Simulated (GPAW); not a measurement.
# HgTe in GPAW: convergence with plane-wave cutoff (eV)

Input of the first run (plane-wave cutoff (eV) 200); the others differ in this setting and in those tied to it:

Contents of run.py:

```python
from ase.dft.bandgap import bandgap
from ase.io import read, write
from ase.units import GPa
from gpaw import GPAW, PW

atoms = read('POSCAR')

calc = GPAW(mode=PW(200),
            xc='LDA',
            kpts={'size': (6, 6, 6), 'gamma': True},
            occupations={'name': 'fermi-dirac', 'width': 0.05},
            nbands=18,
            convergence={'density': 1e-05, 'energy': 1e-05},
            maxiter=100,
            txt='gpaw.txt')
atoms.calc = calc
energy = atoms.get_potential_energy()
forces = atoms.get_forces()
stress = atoms.get_stress()
calc.write('gs.gpw')
write('result.traj', atoms)
print(f'Energy: {energy:.6f} eV')
print('Forces (eV/A):')
print(forces.round(4))
print('Stress (GPa):', (stress / GPa).round(3))
print('Fermi level:', round(calc.get_fermi_level(), 4), 'eV')
print(f'Gap: {bandgap(calc)[0]:.4f} eV, direct: {bandgap(calc, direct=True)[0]:.4f} eV')
```

Contents of POSCAR:

```
HgTe
1.0
   -3.0456030000      3.0456030000      1.5594100000
    3.0456030000     -3.0456030000      1.5594100000
    3.0456030000      3.0456030000     -1.5594100000
Hg Te
1 1
Direct
    0.7500000000      0.2500000000      0.5000000000
    0.0000000000      0.0000000000      0.0000000000
```

Potentials or basis: the program's PAW data sets (release 1.2.1) made for this functional, pw.

Launch:

```console
$ OMP_NUM_THREADS=1 python run.py
```

Measurements of this composition are mostly on another form, of space group No. 216.

Hardware: 1 thread of Intel(R) Xeon(R) Platinum 8488C (Sapphire Rapids) (shared host).

Problem. The values tried are 200, 250, 300, 350, 400, 500, 600, 800, 1000, loosest first. From which on does the pressure stay within 0.1 GPa of the tightest run that finished?

Solution. From 600 on.

```csv
plane-wave cutoff (eV),"energy less the tightest run, at zero smearing (meV/atom)",pressure (GPa),SCF cycles,CPU time (s),peak memory (GiB)
200,1027.51,-7.73,10,4.7,0.13
250,717.24,-12.38,10,7.1,0.13
300,339.19,-11.77,10,7.1,0.14
350,118.85,-8.36,10,7.3,0.14
400,35.14,-6.10,10,13,0.15
500,4.89,-4.93,10,14,0.16
600,1.92,-4.86,10,20,0.17
800,0.12,-4.83,10,24,0.2
1000,0.00,-4.82,10,38,0.24
```

Against the tightest run, the energy stays within 1 meV/atom from 800 on. The tightest run that finished is the yardstick and may itself not be fully converged.

Caveat, for the tightest run too: the k mesh is coarse (spacing up to 0.38 Å⁻¹), so the values aren't converged; the program warned that so skewed a cell can give wrong results. Spin-orbit coupling is left out, which matters for the levels of Hg, Te.
